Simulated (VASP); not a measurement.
# Pm (Fm-3m) in VASP: notebook, part 2 of 2

VASP 6.6.1.

### 3 Single point, LDA, collinear spin, ferromagnetic start

This run uses another cell than the first one, of the same volume but with other edges.

INCAR reads:

```
PREC     = Accurate       # precision mode
ENCUT    = 900            # plane-wave cutoff, eV
EDIFF    = 1E-8           # SCF threshold, eV
ISMEAR   = -1             # smearing method
SIGMA    = 0.05           # smearing width, eV
LREAL    = F              # projectors in reciprocal space
LASPH    = T              # aspherical terms in the spheres
NELM     = 100            # most SCF steps
ALGO     = Normal         # electronic algorithm
ISIF     = 2              # what is computed and relaxed
LWAVE    = F              # write WAVECAR
LCHARG   = F              # write CHGCAR
ISPIN    = 2              # spin polarisation
MAGMOM   = 4              # initial moments
LORBIT   = 11             # projections on sites
LMAXMIX  = 6              # l up to which the mixer works
GGA      = CA             # functional
NBANDS   = 18             # bands
ADDGRID  = F
```

KPOINTS reads:

```
Automatic mesh
0
Gamma
  11 11 11
```

POSCAR reads:

```
Pm
1.0
   -0.0555010000      2.5655700000      2.5293400000
    2.5242190000     -0.0080540000      2.4818930000
    2.6229240000      2.6168280000     -0.1067590000
Pm
1
Direct
    0.0077670000      0.0042080000     -0.0216400000
```

Potentials or basis: VASP PAW PBE potentials, release 64 (Pm).

Command:

```bash
$ cat potpaw_PBE.64/Pm/POTCAR > POTCAR
$ mpirun -np 1 vasp_std > vasp.out
```

OUTCAR:

```text
PREC = Accurate
   ENCUT = 900
   EDIFF = 1E-8
   ISMEAR = -1
   LREAL = F
   LASPH = T
   NELM = 100
   ISIF = 2
   ISPIN = 2
   LORBIT = 11
   GGA = CA

 ion  position               nearest neighbor table
   1  0.008  0.004  0.978-

  LATTYP: Found a triclinic cell.
 ALAT       =     3.6442759212
 B/A-ratio  =     0.9887187611
 C/A-ratio  =     1.0119802836
 COS(alpha) =     0.0136405794
 COS(beta)  =     0.4745590412
 COS(gamma) =     0.5228877505
[... 1224 lines left out ...]
  -------------------------------------------------------------------------------------
  Total       -0.7621213     -0.7568992     -0.7338787     -0.0543219      0.0750262      0.1935967
  in kB      -35.3784600    -35.1360458    -34.0674118     -2.5216782      3.4827947      8.9869614
  external PRESSURE =     -34.8606392 kB  Pullay stress =       0.0000000 kB

 VOLUME and BASIS-vectors are now :
 -----------------------------------------------------------------------------
  energy-cutoff  :      900.00
  volume of cell :       34.51
      direct lattice vectors                 reciprocal lattice vectors
    -0.055501000  2.565570000  2.529340000    -0.188150331  0.196421533  0.191996440
     2.524219000 -0.008054000  2.481893000     0.199708474 -0.192047705  0.199180755
     2.622924000  2.616828000 -0.106759000     0.185079531  0.188976904 -0.187622612

 POSITION                                       TOTAL-FORCE (eV/Angst)
 -----------------------------------------------------------------------------------
      2.57635      2.58009     -0.07436        -0.000000      0.000000     -0.000000
 -----------------------------------------------------------------------------------
    total drift:                                0.000002     -0.000000      0.000001

  FREE ENERGIE OF THE ION-ELECTRON SYSTEM (eV)
  ---------------------------------------------------
  free  energy   TOTEN  =        -7.9126113584 eV

  energy  without entropy=       -7.8114018006  energy(sigma->0) =       -7.86200658

 total charge

# of ion       s       p       d       f       tot
--------------------------------------------------
    1        2.049   5.469   0.486   4.408  12.413

 magnetization (x)

# of ion       s       p       d       f       tot
--------------------------------------------------
    1        0.001   0.032   0.194   4.395   4.621
```

OSZICAR:

```text
N       E                     dE             d eps       ncg     rms          rms(c)
DAV:   1     0.136917175203E+03    0.13692E+03   -0.87386E+03 49136   0.197E+03
DAV:   2     0.130489414341E+02   -0.12387E+03   -0.10604E+03 53744   0.236E+02
DAV:   3    -0.598482627557E+01   -0.19034E+02   -0.18170E+02 59000   0.104E+02
[... 18 lines left out ...]
DAV:  22    -0.791261134250E+01    0.35234E-06   -0.96060E-07 73970   0.687E-03    0.119E-02
DAV:  23    -0.791261135052E+01   -0.80147E-08   -0.13725E-06 71516   0.853E-03    0.561E-03
DAV:  24    -0.791261133159E+01    0.18929E-07   -0.76324E-07 64718   0.545E-03    0.319E-03
DAV:  25    -0.791261139709E+01   -0.65502E-07   -0.24970E-07 67778   0.420E-03    0.594E-03
DAV:  26    -0.791261135935E+01    0.37746E-07   -0.14950E-07 37038   0.257E-03    0.366E-03
DAV:  27    -0.791261135844E+01    0.90131E-09   -0.92865E-08 25198   0.187E-03
   1 F= -.79126114E+01 E0= -.78620066E+01  d E =-.101210E+00  mag=     5.2458
```

stdout:

```text
POSCAR found type information on POSCAR Pm
 POSCAR found :  1 types and       1 ions
 scaLAPACK will be used
 -----------------------------------------------------------------------------
|                                                                             |
|                                                                             |
|     You enforced a specific xc type in the INCAR file but a different       |
|     I HOPE YOU KNOW WHAT YOU ARE DOING!                                     |
|                                                                             |
 -----------------------------------------------------------------------------

 LDA part: xc-table for (Slater(with rela. corr.)+CA(PZ))
 , standard interpolation
 POSCAR, INCAR and KPOINTS ok, starting setup
 FFT: planning ... GRIDC
 FFT: planning ... GRID_SOFT
 FFT: planning ... GRID
 WAVECAR not read
 entering main loop
```

Wall time 22 min (1 thread of Intel Xeon 6975P-C (Granite Rapids), shared host); peak memory 1.4 GiB.

Results:

```yaml
Free_energy: -7.9126 eV
Pressure: -3.5 GPa
Band_gap_on_the_k_mesh: none (metal or under the smearing width)
Net_moment: 5.25 μB per cell
Site_moments: Pm +4.62 μB
Valence_electrons_inside_the_program's_atomic_spheres: Pm 12.41
```

Levels at points of the mesh, in eV from the Fermi level:
Spin up:
```csv
k point,band 7,band 8,band 9,band 10,band 11,band 12,band 13,band 14
"(0.00, 0.00, 0.00)",-0.18,-0.14,-0.10,0.02,0.04,0.07,1.32,1.72
```
Spin down:
```
           k point  band 1  band 2  band 3  band 4  band 5  band 6  band 7  band 8  band 9  band 10
(0.00, 0.00, 0.00)  -36.41  -16.87  -16.80  -16.75   -3.32    2.20    2.23    2.55    2.59     2.62
```

Caveat: the magnetic or orbital state may not be the lowest; the PAW data sets were made with another functional, which shifts forces and pressure a little; spin-orbit coupling is left out, which moves the levels of the heavy elements.

### 4 Single point, LDA, collinear spin, ferromagnetic start

INCAR: that of step 3 with these lines changed.

```diff
@@ -1,6 +1,6 @@
 PREC     = Accurate       # precision mode
-ENCUT    = 900            # plane-wave cutoff, eV
-EDIFF    = 1E-8           # SCF threshold, eV
+ENCUT    = 300            # plane-wave cutoff, eV
+EDIFF    = 1E-6           # SCF threshold, eV
 ISMEAR   = -1             # smearing method
-SIGMA    = 0.05           # smearing width, eV
+SIGMA    = 0.2            # smearing width, eV
 LREAL    = F              # projectors in reciprocal space
```

KPOINTS reads:

```
Automatic mesh
0
Gamma
  2 2 2
```

POSCAR reads:

```
Pm
1.0
    0.0000000000      2.5841748100      2.5841748100
    2.5841748100      0.0000000000      2.5841748100
    2.5841748100      2.5841748100      0.0000000000
Pm
1
Direct
    0.0000000000      0.0000000000      0.0000000000
```

Potentials or basis: VASP PAW PBE potentials, release 64 (Pm).

Command:

```bash
$ cat potpaw_PBE.64/Pm/POTCAR > POTCAR
$ mpirun -np 1 vasp_std > vasp.out
```

OUTCAR:

```text
PREC = Accurate
   ENCUT = 300
   EDIFF = 1E-6
   ISMEAR = -1
   LREAL = F
   LASPH = T
   NELM = 100
   ISIF = 2
   ISPIN = 2
   LORBIT = 11
   GGA = CA

 Found      3 irreducible k-points:

 Following reciprocal coordinates:
            Coordinates               Weight
  0.000000  0.000000  0.000000      1.000000
  0.500000  0.000000  0.000000      4.000000
  0.500000  0.500000  0.000000      3.000000
   k-points           NKPTS =      3   k-points in BZ     NKDIM =      3   number of bands    NBANDS=     18
   number of dos      NEDOS =    301   number of ions     NIONS =      1
   total plane-waves  NPLWV =  13824
   dimension x,y,z NGX =    24 NGY =   24 NGZ =   24
   dimension x,y,z NGXF=    48 NGYF=   48 NGZF=   48
   ions per type =               1
   NGX,Y,Z   is equivalent  to a cutoff of  10.92, 10.92, 10.92 a.u.
   NGXF,Y,Z  is equivalent  to a cutoff of  21.84, 21.84, 21.84 a.u.
 SYSTEM =  unknown system
   PREC   = accura    normal or accurate (medium, high low for compatibility)
   ISTART =      0    job   : 0-new  1-cont  2-samecut
   ICHARG =      2    charge: 1-file 2-atom 10-const
   ISPIN  =      2    spin polarized calculation?
   LNONCOLLINEAR =      F non collinear calculations
   LSORBIT =      F    spin-orbit coupling
   LASPH  =      T    aspherical Exc in radial PAW
   ENCUT  =  300.0 eV  22.05 Ry    4.70 a.u.   5.16  5.16  5.16*2*pi/ulx,y,z
[... 129 lines left out ...]
      3     -11.5985      1.00000
      4     -11.5985      1.00000
      5       1.9790      1.00000
      6       7.2699      0.00001
[... 40 lines left out ...]
      5       4.1015      0.99067
      6       5.0017      0.54090
[... 10 lines left out ...]
     17      13.0540      0.00000
     18      15.1643      0.00000

------------------------ aborting loop because EDIFF is reached ----------------------------------------

  FORCE on cell =-STRESS in cart. coord.  units (eV):
  Direction    XX          YY          ZZ          XY          YZ          ZX
  --------------------------------------------------------------------------------------
  -------------------------------------------------------------------------------------
  Total       -3.8058892     -3.8058892     -3.8058892     -0.0000000      0.0000000      0.0000000
  in kB     -176.6733589   -176.6733589   -176.6733589     -0.0000000      0.0000000      0.0000000
  external PRESSURE =    -176.6733589 kB  Pullay stress =       0.0000000 kB

 VOLUME and BASIS-vectors are now :
 -----------------------------------------------------------------------------
  energy-cutoff  :      300.00
  volume of cell :       34.51
      direct lattice vectors                 reciprocal lattice vectors
     0.000000000  2.584174810  2.584174810    -0.193485363  0.193485363  0.193485363
     2.584174810  0.000000000  2.584174810     0.193485363 -0.193485363  0.193485363
     2.584174810  2.584174810  0.000000000     0.193485363  0.193485363 -0.193485363

 POSITION                                       TOTAL-FORCE (eV/Angst)
 -----------------------------------------------------------------------------------
      0.00000      0.00000      0.00000         0.000000     -0.000000      0.000000
 -----------------------------------------------------------------------------------
    total drift:                                0.000000      0.000000     -0.000000

  FREE ENERGIE OF THE ION-ELECTRON SYSTEM (eV)
  ---------------------------------------------------
  free  energy   TOTEN  =        -9.9217695622 eV

  energy  without entropy=       -8.9706958535  energy(sigma->0) =       -9.44623271

 total charge

# of ion       s       p       d       f       tot
--------------------------------------------------
    1        2.034   5.441   0.618   4.299  12.391

 magnetization (x)

# of ion       s       p       d       f       tot
--------------------------------------------------
    1       -0.007  -0.004   0.073   4.298   4.361
```

OSZICAR:

```text
N       E                     dE             d eps       ncg     rms          rms(c)
DAV:   1     0.853851328902E+02    0.85385E+02   -0.44960E+03   224   0.732E+02
DAV:   2    -0.114412601958E+01   -0.86529E+02   -0.77994E+02   242   0.155E+02
DAV:   3    -0.874533916415E+01   -0.76012E+01   -0.73757E+01   268   0.536E+01
DAV:   4    -0.907112107627E+01   -0.32578E+00   -0.32475E+00   320   0.114E+01
DAV:   5    -0.908166281074E+01   -0.10542E-01   -0.10538E-01   288   0.164E+00    0.186E+01
DAV:   6    -0.123915236224E+02   -0.33099E+01   -0.12912E+01   228   0.239E+01    0.244E+01
DAV:   7    -0.102574650004E+02    0.21341E+01   -0.17923E+01   224   0.162E+01    0.106E+01
DAV:   8    -0.999599694289E+01    0.26147E+00   -0.24045E-01   272   0.342E+00    0.325E+00
DAV:   9    -0.996621395411E+01    0.29783E-01   -0.18682E-02   262   0.908E-01    0.259E+00
DAV:  10    -0.992516009759E+01    0.41054E-01   -0.32814E-02   262   0.127E+00    0.874E-01
DAV:  11    -0.992376096984E+01    0.13991E-02   -0.43761E-03   270   0.297E-01    0.546E-01
DAV:  12    -0.992201772939E+01    0.17432E-02   -0.84846E-04   316   0.173E-01    0.217E-01
DAV:  13    -0.992201017942E+01    0.75500E-05   -0.13567E-04   272   0.550E-02    0.199E-01
DAV:  14    -0.992176941801E+01    0.24076E-03   -0.23444E-04   280   0.104E-01    0.122E-02
DAV:  15    -0.992176956225E+01   -0.14424E-06   -0.88309E-06   258   0.181E-02
   1 F= -.99217696E+01 E0= -.94462327E+01  d E =-.951074E+00  mag=     4.6178
```

stdout:

```text
POSCAR found type information on POSCAR Pm
 POSCAR found :  1 types and       1 ions
 scaLAPACK will be used
 -----------------------------------------------------------------------------
|                                                                             |
|                                                                             |
|     You enforced a specific xc type in the INCAR file but a different       |
|     I HOPE YOU KNOW WHAT YOU ARE DOING!                                     |
|                                                                             |
 -----------------------------------------------------------------------------

 LDA part: xc-table for (Slater(with rela. corr.)+CA(PZ))
 , standard interpolation
 POSCAR, INCAR and KPOINTS ok, starting setup
 FFT: planning ... GRIDC
 FFT: planning ... GRID_SOFT
 FFT: planning ... GRID
 WAVECAR not read
 entering main loop
```

Run time: 3 s. Hardware: 1 thread of Intel Xeon 6975P-C (Granite Rapids), shared host; peak memory 0.13 GiB.

The run converged, but a check on its numbers failed (symmetry, net force, bounds or a known fault of this set-up), so they aren't taken as properties of the crystal.

Caveat: the k mesh is coarse (spacing up to 1.05 Å⁻¹), so the values aren't converged; the cutoff lies under the usual one of these potentials, so the numbers hold a large basis-set error; the magnetic or orbital state may not be the lowest; the PAW data sets were made with another functional, which shifts forces and pressure a little; spin-orbit coupling is left out, which moves the levels of the heavy elements.

### 5 The reference run

An earlier run on the cell as given: functional PBE; potentials or basis VASP PAW PBE potentials, release 64 (Pm); cutoff 520 eV; k mesh 9 × 9 × 9; occupations fermi-dirac, width 0.05 eV; collinear spin, ferromagnetic start; starting moments [4.0] μB.

- Pressure: 1.1 GPa
- Band gap on the k mesh: none (metal or under the smearing width)
- Net moment: 5.45 μB per cell
- Site moments: Pm +4.67 μB
- Valence electrons inside the program's atomic spheres: Pm 12.42

### 6 Summary

```tsv
level	cell	k mesh	cutoff (eV)	gap on the mesh (eV)	pressure (GPa)	moment (μB)
LDA	as given	11 × 11 × 11	900	none	-3.6	5.25
LDA	grid = ENCUT=900 k=11x11x11 ISMEAR=-1 SIGMA=0.05 PREC=Accurate EDIFF=1e-08 LREAL=False ADDGRID=False LASPH=True; cell strained at random at fixed volume	11 × 11 × 11	900	none	-3.5	5.25
PBE	as given	9 × 9 × 9	520	none	1.1	5.45
```

Alike in all rows: task single point; potentials or basis VASP PAW PBE potentials, release 64 (Pm); spin collinear, ferromagnetic start; smearing fermi-dirac 0.05 eV.

Caveats: the magnetic or orbital state may not be the lowest; spin-orbit coupling is left out, which moves the levels of the heavy elements; the PAW data sets were made with another functional, which shifts forces and pressure a little (some runs).

Total energies depend on the potentials used, so only differences within one code and one set of settings carry meaning.
